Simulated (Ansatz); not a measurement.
A 4-atom cell of N (P6_3/mmc) from a materials database was relaxed with 3 functionals in the plane-wave code Ansatz, cell and atoms free, the symmetry of the start kept (meshes: PBE-D3(BJ) 6×6×4, r2SCAN+rVV10 12×12×4, PBE-D4 12×12×4). Calculated for a static, non-magnetic cell.

The PBE-D3(BJ) result:
```
N
1.0
     3.82189    0.00000    0.00000
    -1.91094    3.30985    0.00000
     0.00000    0.00000    7.42282
N
4
Direct
  0.33333 0.66667 0.32424
  0.33333 0.66667 0.17576
  0.66667 0.33333 0.82424
  0.66667 0.33333 0.67576
```

It is hexagonal, P6_3/mmc (No. 194); conventional cell a = 3.822 Å, c = 7.423 Å, 23.47 Å³ an atom. N is surrounded by 1 N at 1.10 Å.

(1) Order the functionals by the relaxed volume, smallest first.
A. r2SCAN+rVV10
B. PBE-D4
C. PBE-D3(BJ)

(2) How does the cell change with r2SCAN+rVV10?

(3) How does the cell change with PBE-D4?

Answers

(1) A (21.19 Å³/atom), C (23.47 Å³/atom), B (23.83 Å³/atom).

(2) a = 3.579 Å, c = 7.641 Å; the volume differs by -9.7 % from PBE-D3(BJ)'s. N has 1 N at 1.09 Å.

(3) a = 3.834 Å, c = 7.489 Å; the volume differs by +1.5 % from PBE-D3(BJ)'s. N is surrounded by 1 N at 1.10 Å.
